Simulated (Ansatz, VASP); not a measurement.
# Two plane-wave programs on HfO2

```
Hf O
1.0
     0.00000    2.62958    2.41921
     2.62958    0.00000    2.41921
     2.62958    2.62958    0.00000
Hf O
1 2
Direct
  0.00000 0.00000 0.00000
  0.25000 0.25000 0.25000
  0.75000 0.75000 0.75000
```

Alike in both runs: task single point; functional r2SCAN; k mesh 8 × 8 × 8; occupations gaussian, width 0.05 eV; no spin polarisation.

|  | VASP | Ansatz |
| --- | --- | --- |
| version | VASP 6.6.1 | Ansatz 0.2.0 |
| potentials or method | VASP PAW PBE potentials, release 64 (Hf_pv, O) | scalar-relativistic, plane waves, PAW |
| plane-wave cutoff (eV) | 520 | 500 |
| valence electrons in the cell | 22 | 38 |

Ansatz gave:

- gap on the k mesh at the Fermi level (eV): 3.22
- least direct gap on the mesh (eV): 3.44
- pressure (GPa): -8.1
- largest component of the traceless stress (GPa): 26.17

Problem. Which values does VASP return?

Solution. gap on the k mesh at the Fermi level (eV): 3.20; least direct gap on the mesh (eV): 3.43; pressure (GPa): -11.7; largest component of the traceless stress (GPa): 26.57.

The two sets of potentials don't hold the same shells in valence.

Caveats: the PAW data sets were made with another functional, which shifts forces and pressure a little (VASP); spin-orbit coupling is left out, which moves the levels of the heavy elements. A k mesh can miss the band edges. r2SCAN opens gaps a little over a GGA but as a rule still falls short of measured ones.
